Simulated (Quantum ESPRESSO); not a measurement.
Crystal: CaSe.

```xyz
2
Lattice="0.0000 2.9560 2.9560 2.9560 0.0000 2.9560 2.9560 2.9560 0.0000" Properties=species:S:1:pos:R:3 pbc="T T T"
Se    2.9560    2.9560    2.9560
Ca    0.0000    0.0000    0.0000
```

Base run:

- Program: Quantum ESPRESSO 7.5
- Functional: PBEsol
- Potentials or basis: GBRV 1.5 PBEsol
- Cutoff: 612 eV
- Density cutoff: 4898 eV
- k mesh: 8 × 8 × 8
- Occupations: fermi-dirac, width 0.05 eV
- Spin: no spin polarisation

Its results: band gap on the k mesh 1.93 eV, indirect (least direct gap 2.88 eV); pressure -1.1 GPa.

Problem. The run is repeated on the same cell with these changes: functional from PBEsol to LDA; potentials or basis from GBRV 1.5 PBEsol to GBRV 1.5 LDA. What comes out?

Solution. Band gap on the k mesh 1.87 eV, indirect (least direct gap 2.81 eV); pressure -3.1 GPa.
